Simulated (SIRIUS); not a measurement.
The system is BP.

```xyz
4
Lattice="3.1981 0.0000 0.0000 -1.5991 2.7697 0.0000 0.0000 0.0000 6.9739" Properties=species:S:1:pos:R:3 pbc="T T T"
B     1.5991    0.9232    0.0000
B     0.0000    1.8465    3.4870
P     0.0000    1.8465    0.0000
P     0.0000    0.0000    3.4870
```

The cell was built by a generator and needn't be a form met in nature.

Base run:

```yaml
Program: SIRIUS 7.10.0
Functional: XLYP
Potentials_or_basis: PseudoDojo 0.4.1 PBE standard (scalar relativistic)
Cutoff: 1054 eV
Density_cutoff: 4214 eV
k_mesh: 7 × 7 × 3
Occupations: fermi-dirac, width 0.05 eV
Spin: no spin polarisation
```

Its results: band gap on the k mesh 0.93 eV; pressure 6.3 GPa.

Q: The run is repeated on the same cell with these changes: functional from XLYP to PBEsol; libxc names from ["XC_GGA_XC_XLYP"] to ["XC_GGA_X_PBE_SOL", "XC_GGA_C_PBE_SOL"]. What comes out?

A: Band gap on the k mesh 0.80 eV; pressure 1.2 GPa.

Caveats: the potentials were made for another functional, which shifts forces and pressure; an odd mesh through Γ misses points on the zone boundary, where band edges often lie; this functional lacks dispersion, which binds the layers, so the pressure and a relaxed spacing across them are unreliable (some runs).
